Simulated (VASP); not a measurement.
# MgTe (P6_3mc) in VASP: a series of runs

The runs below take MgTe through single point, with LDA.

Program: VASP 6.6.1. These are calculated values, not measurements. Logs are shortened: lines on timing, memory, paths and dates and some standing lists are left out, and cuts for length are marked.

## Step 1: The cell of the first run

Symmetry: P6_3mc, No. 186, hexagonal system. The conventional cell has a = 4.676 Å, b = 4.676 Å, c = 7.395 Å, α = 90.00°, β = 90.00°, γ = 120.00°. Around Mg (site symmetry 3m) lie 4 Te at 2.74 to 2.87 Å. Te (site symmetry 3m) is surrounded by 4 Mg at 2.74 to 2.87 Å.

## Step 2: Single point, LDA (strain +0.030 along x and y, +0.000 along z, atoms carried along)

Input file INCAR:

```
SYSTEM = MgTe
PREC = Accurate
ENCUT = 520
EDIFF = 1E-7
ISMEAR = 0
SIGMA = 0.05
LREAL = .FALSE.
LASPH = .TRUE.
NELM = 100
ALGO = Fast
ISIF = 2
LWAVE = .FALSE.
LCHARG = .FALSE.
GGA = CA
NBANDS = 16
```

Input file KPOINTS:

```
Automatic mesh
0
G
  9 9 4
  0 0 0
```

Input file POSCAR:

```
MgTe
1.0
    4.6762020814      0.0000000000      0.0000000000
   -2.3381010407      4.0497097957      0.0000000000
    0.0000000000      0.0000000000      7.3950000000
Mg Te
2 2
Direct
    0.3333333333      0.6666666667      0.0000000000
    0.6666666667      0.3333333333      0.5000000000
    0.3333333333      0.6666666667      0.3700000000
    0.6666666667      0.3333333333      0.8700000000
```

Potentials or basis: VASP PAW LDA potentials, release 64 (Mg, Te).

On the command line:

```bash
> cat potpaw_LDA.64/Mg/POTCAR potpaw_LDA.64/Te/POTCAR > POTCAR
> mpirun -np 1 vasp_std > vasp.out
```

OUTCAR:

```text
SYSTEM = MgTe
   PREC = Accurate
   ENCUT = 520
   EDIFF = 1E-7
   ISMEAR = 0
   LREAL = .FALSE.
   LASPH = .TRUE.
   NELM = 100
   ISIF = 2
   GGA = CA

 ion  position               nearest neighbor table
   1  0.333  0.667  0.000-   3 2.74   4 2.87   4 2.87   4 2.87
   2  0.667  0.333  0.500-   4 2.74   3 2.87   3 2.87   3 2.87
   3  0.333  0.667  0.370-   1 2.74   2 2.87   2 2.87   2 2.87
   4  0.667  0.333  0.870-   2 2.74   1 2.87   1 2.87   1 2.87

  LATTYP: Found a hexagonal cell.
 ALAT       =     4.6762020814
 C/A-ratio  =     1.5814115539

  Lattice vectors:

 A1 = (   4.6762020814,   0.0000000000,   0.0000000000)
 A2 = (  -2.3381010407,   4.0497097957,   0.0000000000)
 A3 = (   0.0000000000,   0.0000000000,   7.3950000000)

Analysis of symmetry for initial positions (statically):
=====================================================================
 Subroutine PRICEL returns:
 Original cell was already a primitive cell.

 Routine SETGRP: Setting up the symmetry group for a
 hexagonal supercell.

 Subroutine GETGRP returns: Found 12 space group operations
 (whereof  6 operations were pure point group operations)
 out of a pool of 24 trial point group operations.

The static configuration has the point symmetry C_3v.
 The point group associated with its full space group is C_6v.

Analysis of symmetry for dynamics (positions and initial velocities):
=====================================================================
 Subroutine PRICEL returns:
 Original cell was already a primitive cell.

 Routine SETGRP: Setting up the symmetry group for a
 hexagonal supercell.

 Subroutine GETGRP returns: Found 12 space group operations
 (whereof  6 operations were pure point group operations)
 out of a pool of 24 trial point group operations.

The dynamic configuration has the point symmetry C_3v.
 The point group associated with its full space group is C_6v.

 Subroutine INISYM returns: Found 12 space group operations
 (whereof  6 operations are pure point group operations),
 and found     1 'primitive' translations

----------------------------------------------------------------------------------------

                                     Primitive cell

  volume of cell :     140.0410

  direct lattice vectors                    reciprocal lattice vectors
     4.676202081  0.000000000  0.000000000     0.213848756  0.123465637  0.000000000
    -2.338101041  4.049709796  0.000000000     0.000000000  0.246931274  0.000000000
     0.000000000  0.000000000  7.395000000     0.000000000  0.000000000  0.135226504

  length of vectors
     4.676202081  4.676202081  7.395000000     0.246931274  0.246931274  0.135226504

  position of ions in fractional coordinates (direct lattice)
     0.333333333  0.666666667  0.000000000
     0.666666667  0.333333333  0.500000000
     0.333333333  0.666666667  0.370000000
     0.666666667  0.333333333  0.870000000

  ion indices of the primitive-cell ions
   primitive index   ion index
                 1           1
                 2           2
                 3           3
                 4           4

----------------------------------------------------------------------------------------

 KPOINTS: Automatic mesh

Automatic generation of k-mesh.
 Grid dimensions read from file:
 generate k-points for:    9    9    4

 Generating k-lattice:

  Cartesian coordinates                     Fractional coordinates (reciprocal lattice)
     0.023760973  0.013718404  0.000000000     0.111111111  0.000000000  0.000000000
     0.000000000  0.027436808  0.000000000     0.000000000  0.111111111  0.000000000
     0.000000000  0.000000000  0.033806626     0.000000000  0.000000000  0.250000000

  Length of vectors
     0.027436808  0.027436808  0.033806626

  Shift w.r.t. Gamma in fractional coordinates (k-lattice)
     0.000000000  0.000000000  0.000000000

 Subroutine IBZKPT returns following result:
 ===========================================

 Found     36 irreducible k-points:

 Following reciprocal coordinates:
            Coordinates               Weight
  0.000000  0.000000  0.000000      1.000000
  0.111111 -0.000000  0.000000      6.000000
  0.222222  0.000000  0.000000      6.000000
  0.333333  0.000000  0.000000      6.000000
  0.444444  0.000000  0.000000      6.000000
  0.111111  0.111111  0.000000      6.000000
[... 16 lines left out ...]
  0.333333  0.222222  0.250000     24.000000
  0.333333  0.333333  0.250000      4.000000
 [... further k-points ...]
   k-points           NKPTS =     36   k-points in BZ     NKDIM =     36   number of bands    NBANDS=     16
   number of dos      NEDOS =    301   number of ions     NIONS =      4
   total plane-waves  NPLWV =  72576
   dimension x,y,z NGX =    36 NGY =   36 NGZ =   56
   dimension x,y,z NGXF=    72 NGYF=   72 NGZF=  112
   ions per type =               2   2
   NGX,Y,Z   is equivalent  to a cutoff of  12.80, 12.80, 12.59 a.u.
[... 65 lines left out ...]
 cond. band min:       3.5692177935   @ k =   0.0000   0.0000   0.0000
 fundamental gap:      2.0932199341
 Fermi energy:         1.6836951677

 k-point     1 :       0.0000    0.0000    0.0000
  band No.  band energies     occupation
      1      -8.6770      2.00000
      2      -8.0795      2.00000
      3      -1.7280      2.00000
      4       0.9545      2.00000
      5       0.9545      2.00000
      6       1.4518      2.00000
[... 8 lines left out ...]
     15       7.5960      0.00000
     16       8.4832      0.00000

 k-point     2 :       0.1111   -0.0000    0.0000
  band No.  band energies     occupation
      1      -8.6303      2.00000
      2      -8.0573      2.00000
      3      -1.6558      2.00000
      4       0.5425      2.00000
      5       0.8474      2.00000
      6       0.9747      2.00000
[... 8 lines left out ...]
     15       7.8553      0.00000
     16       7.9216      0.00000

 k-point     3 :       0.2222    0.0000    0.0000
  band No.  band energies     occupation
      1      -8.5023      2.00000
      2      -8.0046      2.00000
      3      -1.4603      2.00000
      4      -0.2101      2.00000
      5       0.1682      2.00000
      6       0.6195      2.00000
[... 8 lines left out ...]
     15       7.9751      0.00000
     16       8.3246      0.00000

 k-point     4 :       0.3333    0.0000    0.0000
  band No.  band energies     occupation
      1      -8.3308      2.00000
      2      -7.9582      2.00000
      3      -1.2915      2.00000
      4      -0.7388      2.00000
      5      -0.4676      2.00000
      6       0.4053      2.00000
[... 8 lines left out ...]
     15       8.3091      0.00000
     16       9.0351      0.00000

 k-point     5 :       0.4444    0.0000    0.0000
  band No.  band energies     occupation
      1      -8.1866      2.00000
      2      -7.9522      2.00000
      3      -1.4313      2.00000
      4      -0.9353      2.00000
      5      -0.5355      2.00000
      6       0.2822      2.00000
[... 8 lines left out ...]
     15       8.5273      0.00000
     16       9.6093      0.00000

 k-point     6 :       0.1111    0.1111    0.0000
  band No.  band energies     occupation
      1      -8.5428      2.00000
      2      -8.0198      2.00000
      3      -1.5204      2.00000
      4       0.0722      2.00000
      5       0.2617      2.00000
      6       0.7448      2.00000
[... 8 lines left out ...]
     15       7.7800      0.00000
     16       7.9592      0.00000
[... 267 lines left out ...]
 k-point    21 :       0.4444    0.1111    0.2500
  band No.  band energies     occupation
      1      -8.1130      2.00000
      2      -7.9834      2.00000
      3      -1.5435      2.00000
      4      -1.2405      2.00000
      5      -0.1284      2.00000
      6       0.2681      2.00000
[... 8 lines left out ...]
     15       9.0046      0.00000
     16       9.7400      0.00000

 k-point    22 :       0.2222    0.2222    0.2500
  band No.  band energies     occupation
      1      -8.2009      2.00000
      2      -7.9915      2.00000
      3      -1.3297      2.00000
      4      -1.0097      2.00000
      5      -0.0552      2.00000
      6      -0.0078      2.00000
[... 8 lines left out ...]
     15       7.9542      0.00000
     16       8.8671      0.00000

 k-point    23 :       0.3333    0.2222    0.2500
  band No.  band energies     occupation
      1      -8.0878      2.00000
      2      -7.9821      2.00000
      3      -1.3797      2.00000
      4      -1.1868      2.00000
      5      -0.3974      2.00000
      6       0.2052      2.00000
[... 8 lines left out ...]
     15       8.6688      0.00000
     16       9.0164      0.00000

 k-point    24 :       0.3333    0.3333    0.2500
  band No.  band energies     occupation
      1      -8.0135      2.00000
      2      -8.0135      2.00000
      3      -1.2393      2.00000
      4      -1.2393      2.00000
      5      -0.6533      2.00000
      6       0.0746      2.00000
[... 8 lines left out ...]
     15       8.9661      0.00000
     16       9.1082      0.00000

 [... further k-points ...]
[... 5 lines left out ...]
  --------------------------------------------------------------------------------------
  -------------------------------------------------------------------------------------
  Total       -2.9559474     -2.9559474     -0.7489320      0.0000000      0.0000000      0.0000000
  in kB      -33.8183123    -33.8183123     -8.5683584      0.0000000      0.0000000      0.0000000
  external PRESSURE =     -25.4016610 kB  Pullay stress =       0.0000000 kB

 VOLUME and BASIS-vectors are now :
 -----------------------------------------------------------------------------
  energy-cutoff  :      520.00
  volume of cell :      140.04
      direct lattice vectors                 reciprocal lattice vectors
     4.676202081  0.000000000  0.000000000     0.213848756  0.123465637  0.000000000
    -2.338101041  4.049709796  0.000000000     0.000000000  0.246931274  0.000000000
     0.000000000  0.000000000  7.395000000     0.000000000  0.000000000  0.135226504

 POSITION                                       TOTAL-FORCE (eV/Angst)
 -----------------------------------------------------------------------------------
     -0.00000      2.69981      0.00000        -0.000000      0.000000     -0.347087
      2.33810      1.34990      3.69750         0.000000     -0.000000     -0.347087
     -0.00000      2.69981      2.73615        -0.000000      0.000000      0.347087
      2.33810      1.34990      6.43365         0.000000     -0.000000      0.347087
 -----------------------------------------------------------------------------------
    total drift:                               -0.000000     -0.000000     -0.000780

  FREE ENERGIE OF THE ION-ELECTRON SYSTEM (eV)
  ---------------------------------------------------
  free  energy   TOTEN  =       -14.4851070360 eV

  energy  without entropy=      -14.4851070360  energy(sigma->0) =      -14.48510704
```

Wall time 63 s (1 thread of Intel Xeon Platinum 8375C at 2.90GHz (Ice Lake), shared host); peak memory 0.25 GiB.

Results:

- Free energy: -14.4851 eV
- Pressure: -2.5 GPa
- Largest force: 0.347 eV/Å
- Band gap on the k mesh: 2.09 eV, direct

Forces in eV/Å, atoms in the order of the input:
```
Mg   0.000  0.000 -0.347
Mg   0.000  0.000 -0.347
Te   0.000  0.000  0.347
Te   0.000  0.000  0.347
```

Levels at points of the mesh, in eV from the valence-band top:
```csv
k point,band 4,band 5,band 6,band 7,band 8,band 9,band 10,band 11,band 12,band 13
"(0.00, 0.00, 0.00)",-0.52,-0.52,-0.02,0.00,0.00,2.09,2.66,5.07,5.07,5.77
"(0.00, 0.00, 0.50)",-2.00,-0.28,-0.28,-0.28,-0.28,3.14,3.14,5.34,5.34,5.34
```

Caveat: spin-orbit coupling is left out, which moves the levels of the heavy elements.

## Step 3: Single point, LDA (strain +0.000 along x and y, -0.030 along z, atoms carried along)

Input file INCAR:

```
SYSTEM = MgTe
  PREC = Accurate
  ENCUT = 520
  EDIFF = 1E-6
  ISMEAR = 0
  SIGMA = 0.05
  LREAL = .False.
  LASPH = .True.
  NELM = 100
  ALGO = Normal
  ISIF = 2
  LWAVE = .False.
  LCHARG = .False.
  NBANDS = 16
```

Input file KPOINTS:

```
Automatic mesh
0
Gamma
  9 9 4
  0 0 0
```

Input file POSCAR:

```
MgTe
1.0
    4.5400020208      0.0000000000      0.0000000000
   -2.2700010104      3.9317570832      0.0000000000
    0.0000000000      0.0000000000      7.1731500000
Mg Te
2 2
Direct
    0.3333333333      0.6666666667      0.0000000000
    0.6666666667      0.3333333333      0.5000000000
    0.3333333333      0.6666666667      0.3700000000
    0.6666666667      0.3333333333      0.8700000000
```

Potentials or basis: VASP PAW LDA potentials, release 64 (Mg, Te).

On the command line:

```bash
> cat potpaw_LDA.64/Mg/POTCAR potpaw_LDA.64/Te/POTCAR > POTCAR
> mpirun -np 1 vasp_std > vasp.out
```

It took 41 s on 1 thread of Intel Xeon Platinum 8375C at 2.90GHz (Ice Lake), shared host; peak memory 0.24 GiB.

It converged, with:

```yaml
Free_energy: -14.5683 eV
Pressure: 0.5 GPa
Largest_force: 0.491 eV/Å
Band_gap_on_the_k_mesh: 2.51 eV, direct
```

Forces in eV/Å, atoms in the order of the input:
```
Mg   0.000  0.000 -0.491
Mg   0.000  0.000 -0.491
Te   0.000  0.000  0.491
Te   0.000  0.000  0.491
```

Stress tensor (GPa, compression positive):
```
-0.73  0.00  0.00
 0.00 -0.73  0.00
 0.00  0.00  3.04
```

Levels at points of the mesh, in eV from the valence-band top:
| k point | band 4 | band 5 | band 6 | band 7 | band 8 | band 9 | band 10 | band 11 | band 12 | band 13 |
| --- | --- | --- | --- | --- | --- | --- | --- | --- | --- | --- |
| (0.00, 0.00, 0.00) | -0.59 | -0.59 | 0.00 | 0.00 | 0.00 | 2.51 | 2.83 | 5.16 | 5.16 | 5.94 |
| (0.00, 0.00, 0.50) | -2.15 | -0.31 | -0.31 | -0.31 | -0.31 | 3.42 | 3.42 | 5.43 | 5.43 | 5.43 |

Caveat: spin-orbit coupling is left out, which moves the levels of the heavy elements; an odd mesh through Γ misses points on the zone boundary, where band edges often lie.

## Step 4: Single point, LDA (strain -0.030 along x and y, -0.015 along z, atoms carried along)

Input file INCAR:

```
SYSTEM = MgTe
ALGO = Fast ; EDIFF = 1E-6
ENCUT = 520 ; ISIF = 2
ISMEAR = 0 ; LASPH = .True.
LCHARG = .False. ; LREAL = .False.
LWAVE = .False. ; NBANDS = 16
NELM = 100 ; PREC = Accurate
SIGMA = 0.05
```

Input file KPOINTS:

```
k-points
0
Gamma
  9 9 4
  0 0 0
```

Input file POSCAR:

```
MgTe
1.0
    4.4038019602      0.0000000000      0.0000000000
   -2.2019009801      3.8138043707      0.0000000000
    0.0000000000      0.0000000000      7.2840750000
Mg Te
2 2
Direct
    0.3333333333      0.6666666667      0.0000000000
    0.6666666667      0.3333333333      0.5000000000
    0.3333333333      0.6666666667      0.3700000000
    0.6666666667      0.3333333333      0.8700000000
```

On the command line:

```bash
> cat potpaw_LDA.64/Mg/POTCAR potpaw_LDA.64/Te/POTCAR > POTCAR
> mpirun -np 1 vasp_std > vasp.out
```

Wall time 49 s (1 thread of Intel Xeon Platinum 8375C at 2.90GHz (Ice Lake), shared host); peak memory 0.24 GiB.

It converged, with:

| Quantity | Value |
| --- | --- |
| Free energy | -14.5678 eV |
| Pressure | 2.3 GPa |
| Largest force | 0.109 eV/Å |
| Band gap on the k mesh | 2.65 eV, direct |

Forces in eV/Å, atoms in the order of the input:
```
Mg   0.000  0.000 -0.109
Mg   0.000  0.000 -0.109
Te   0.000  0.000  0.109
Te   0.000  0.000  0.109
```

Stress tensor (GPa, compression positive):
```
2.25 0.00 0.00
0.00 2.25 0.00
0.00 0.00 2.43
```

Levels at points of the mesh, in eV from the valence-band top:
```tsv
k point	band 4	band 5	band 6	band 7	band 8	band 9	band 10	band 11	band 12	band 13
(0.00, 0.00, 0.00)	-0.52	-0.52	-0.15	0.00	0.00	2.65	3.12	5.32	5.32	5.55
(0.00, 0.00, 0.50)	-2.36	-0.28	-0.28	-0.28	-0.28	3.64	3.64	5.57	5.57	5.57
```

Caveat: spin-orbit coupling is left out, which moves the levels of the heavy elements; an odd mesh through Γ misses points on the zone boundary, where band edges often lie.

## Step 5: Single point, LDA (strain +0.030 along x and y, +0.030 along z, atoms carried along)

Input file INCAR:

```
SYSTEM = MgTe
ALGO = Normal ; EDIFF = 1E-7
ENCUT = 520 ; ISIF = 2
ISMEAR = 0 ; LASPH = .TRUE.
LCHARG = .FALSE. ; LREAL = .FALSE.
LWAVE = .FALSE. ; NBANDS = 16
NELM = 100 ; PREC = Accurate
SIGMA = 0.05
```

Input file KPOINTS:

```
k-points
0
G
  9 9 4
  0 0 0
```

Input file POSCAR:

```
MgTe
1.0
    4.6762020814      0.0000000000      0.0000000000
   -2.3381010407      4.0497097957      0.0000000000
    0.0000000000      0.0000000000      7.6168500000
Mg Te
2 2
Direct
    0.3333333333      0.6666666667      0.0000000000
    0.6666666667      0.3333333333      0.5000000000
    0.3333333333      0.6666666667      0.3700000000
    0.6666666667      0.3333333333      0.8700000000
```

On the command line:

```bash
> cat potpaw_LDA.64/Mg/POTCAR potpaw_LDA.64/Te/POTCAR > POTCAR
> mpirun -np 1 vasp_std > vasp.out
```

Wall time 48 s (1 thread of Intel Xeon Platinum 8375C at 2.90GHz (Ice Lake), shared host); peak memory 0.25 GiB.

Results (log left out):

* Free energy: -14.4326 eV
* Pressure: -3.4 GPa
* Largest force: 0.162 eV/Å
* Band gap on the k mesh: 1.93 eV, direct

Forces in eV/Å, atoms in the order of the input:
```
Mg   0.000  0.000 -0.162
Mg   0.000  0.000 -0.162
Te   0.000  0.000  0.162
Te   0.000  0.000  0.162
```

Stress tensor (GPa, compression positive):
```
-3.63  0.00  0.00
 0.00 -3.63  0.00
 0.00  0.00 -3.04
```

Levels at points of the mesh, in eV from the valence-band top:
| k point | band 6 | band 7 | band 8 | band 9 | band 10 | band 11 |
| --- | --- | --- | --- | --- | --- | --- |
| (0.00, 0.00, 0.00) | -0.09 | 0.00 | 0.00 | 1.93 | 2.71 | 5.10 |
| (0.00, 0.00, 0.50) | -0.24 | -0.24 | -0.24 | 3.08 | 3.08 | 5.37 |

Caveat: spin-orbit coupling is left out, which moves the levels of the heavy elements.

## Step 6: Summary

| cell | gap on the mesh (eV) | pressure (GPa) | largest force (eV/Å) |
| --- | --- | --- | --- |
| strain +0.030 along x and y, +0.000 along z, atoms carried along | 2.09 | -2.5 | 0.35 |
| strain +0.000 along x and y, -0.030 along z, atoms carried along | 2.51 | 0.5 | 0.49 |
| strain -0.030 along x and y, -0.015 along z, atoms carried along | 2.65 | 2.3 | 0.11 |
| strain +0.030 along x and y, +0.030 along z, atoms carried along | 1.93 | -3.4 | 0.16 |

Alike in all rows: task single point; level LDA; potentials or basis VASP PAW LDA potentials, release 64 (Mg, Te); no spin polarisation; k mesh 9 × 9 × 4; cutoff (eV) 520; smearing gaussian 0.05 eV.

Caveats: spin-orbit coupling is left out, which moves the levels of the heavy elements; an odd mesh through Γ misses points on the zone boundary, where band edges often lie (some runs).

Absolute energies hang on the potentials; compare differences alone.
